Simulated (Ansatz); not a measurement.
# B14HN14: the cost of one run

Computed with Ansatz 0.2.0 (DFT PBE, scalar-relativistic, plane waves, PAW, unless a step's input says otherwise).

### Step 1. The starting structure

It takes space group P6_3/mmc (No. 194, hexagonal). The conventional cell has a = 2.512 Å, b = 2.512 Å, c = 8.343 Å, α = 90.00°, β = 90.00°, γ = 120.00°. B (site symmetry -6m2) is surrounded by 3 N at 1.45 Å. Around N (site symmetry -6m2) lie 3 B at 1.45 Å.

Coordinates:

```
B N
1.0
     2.51218    0.00000    0.00000
    -1.25609    2.17561    0.00000
     0.00000    0.00000    8.34316
B N
2 2
Direct
  0.33333 0.66667 0.25000
  0.66667 0.33333 0.75000
  0.33333 0.66667 0.75000
  0.66667 0.33333 0.25000
```

It goes back to an entry of the Materials Project.

It is the result of an earlier relaxation at this level (volume 11.40 Å³/atom; gap on the mesh: 4.40 eV).

### Step 2. The defect cell, relaxed

The supercell's rows are -1 -3 0; -2 1 0; 0 0 -1 in vectors of the relaxed cell. Atom 29 is the H that will move.

Input file input.yaml:

```yaml
crystal:
  lattice:
    - [1.2560905718, -6.5268380678, 0.0]
    - [-6.280452859, 2.1756126893, 0.0]
    - [0.0, 0.0, -8.3431635353]
  atoms:
    - { symbol: B, position: [0.619047619, 0.5238095238, 0.75] }
    - { symbol: B, position: [0.3333333333, 0.6666666667, 0.75] }
    - { symbol: B, position: [0.0476190476, 0.8095238095, 0.75] }
    - { symbol: B, position: [0.4761904762, 0.0952380952, 0.75] }
    - { symbol: B, position: [0.1904761905, 0.2380952381, 0.75] }
    - { symbol: B, position: [0.9047619048, 0.380952381, 0.75] }
    - { symbol: B, position: [0.7619047619, 0.9523809524, 0.75] }
    - { symbol: B, position: [0.6666666667, 0.3333333333, 0.25] }
    - { symbol: B, position: [0.380952381, 0.4761904762, 0.25] }
    - { symbol: B, position: [0.0952380952, 0.619047619, 0.25] }
    - { symbol: B, position: [0.5238095238, 0.9047619048, 0.25] }
    - { symbol: B, position: [0.2380952381, 0.0476190476, 0.25] }
    - { symbol: B, position: [0.9523809524, 0.1904761905, 0.25] }
    - { symbol: B, position: [0.8095238095, 0.7619047619, 0.25] }
    - { symbol: "N", position: [0.619047619, 0.5238095238, 0.25] }
    - { symbol: "N", position: [0.3333333333, 0.6666666667, 0.25] }
    - { symbol: "N", position: [0.0476190476, 0.8095238095, 0.25] }
    - { symbol: "N", position: [0.4761904762, 0.0952380952, 0.25] }
    - { symbol: "N", position: [0.1904761905, 0.2380952381, 0.25] }
    - { symbol: "N", position: [0.9047619048, 0.380952381, 0.25] }
    - { symbol: "N", position: [0.7619047619, 0.9523809524, 0.25] }
    - { symbol: "N", position: [0.6666666667, 0.3333333333, 0.75] }
    - { symbol: "N", position: [0.380952381, 0.4761904762, 0.75] }
    - { symbol: "N", position: [0.0952380952, 0.619047619, 0.75] }
    - { symbol: "N", position: [0.5238095238, 0.9047619048, 0.75] }
    - { symbol: "N", position: [0.2380952381, 0.0476190476, 0.75] }
    - { symbol: "N", position: [0.9523809524, 0.1904761905, 0.75] }
    - { symbol: "N", position: [0.8095238095, 0.7619047619, 0.75] }
    - { symbol: H, position: [0.0262596586, 0.0028976376, -0.0155162158] }
total_charge: -1
basis:
  ecutwfc: 420
  xc_grid: 2
kpoints:
  mp_grid: { grid: [2, 2, 2], shift: [0.0, 0.0, 0.0] }
hamiltonian:
  xc: pbe
scf:
  occupations: { method: gaussian, width: 0.02 }
output:
  forces: true
  stress: false
  eigenvalues: true
  write_density: true
  write_potential: true
  elf: true
  volumetric_format: npy
relax:
  adjacent_minimum: "off"
  f_tol: 0.02
  max_steps: 60
```

On the command line:

```console
$ ansatz run input.yaml --threads 4 --pin off --max-ram 8192MiB --backend cpu --events-out ev --progress --plain --runs-dir out
```

Q: Estimate wall time and peak memory on 4 threads of AMD EPYC 9R14 (Zen 4), shared host.

About 40 s, with a peak of 1.1 GiB.
